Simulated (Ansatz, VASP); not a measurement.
**Rh: VASP beside Ansatz**

Contents of INCAR:

```
SYSTEM = Rh
  PREC = Accurate
  ENCUT = 520
  EDIFF = 1E-8
  ISMEAR = -1
  SIGMA = 0.08
  LREAL = .FALSE.
  LASPH = .TRUE.
  NELM = 80
  ALGO = Normal
  ISIF = 2
  LWAVE = .FALSE.
  LCHARG = .FALSE.
  GGA = PE
  LEFG = .TRUE.
  NBANDS = 14
```

File KPOINTS:

```
Automatic mesh
0
G
  16 16 16
  0 0 0
```

Contents of POSCAR:

```
Rh
1.0
    0.0000000000      1.8630621781      1.8630621781
    1.8630621781      0.0000000000      1.8630621781
    1.8630621781      1.8630621781      0.0000000000
Rh
1
Direct
    0.0000000000      0.0000000000      0.0000000000
```

Input for Ansatz:

```yaml
crystal:
  lattice:
    - [0.0, 1.8630621781, 1.8630621781]
    - [1.8630621781, 0.0, 1.8630621781]
    - [1.8630621781, 1.8630621781, 0.0]
  atoms:
    - { symbol: Rh, position: [0.0, 0.0, 0.0] }
kpoints:
  mp_grid: { grid: [16, 16, 16] }
scf:
  occupations: { method: fermi_dirac, width: 0.08 }
hamiltonian:
  xc: pbe
  pseudopotentials: { kind: paw }
output:
  forces: true
  stress: true
  eigenvalues: true
  efg: { contact_densities: true }
```

Change from the starting cell: volume scaled by 0.9405, PAW files.

Alike in both runs: task electric field gradients; functional PBE; k mesh 16 × 16 × 16; occupations fermi-dirac, width 0.08 eV; no spin polarisation.

|  | VASP | Ansatz |
| --- | --- | --- |
| version | VASP 6.6.1 | Ansatz 0.2.0 |
| potentials or method | VASP PAW PBE potentials, release 64 (Rh_pv) | PAW with Ansatz's default frozen-core files, scalar-relativistic |
| plane-wave cutoff (eV) | 520 | 420 |
| valence electrons in the cell | 15 | 17 |

Ansatz gave:

```
pressure (GPa)                                                 : 26.5
Vzz of the field gradient on the site that differs most (V/Å²) : 0.0
```

Estimate VASP's values.

pressure (GPa): 26.6; Vzz of the field gradient on the site that differs most (V/Å²): 0.0.

The functional is the same, so the differences come from potentials, cutoffs and numerics. The two sets of potentials don't hold the same shells in valence. Ansatz warned: «gradients_without_spin_orbit».

Caveats: so large a pressure means that the cell lies far from this level's equilibrium, or that cutoff or potentials fall short (VASP).
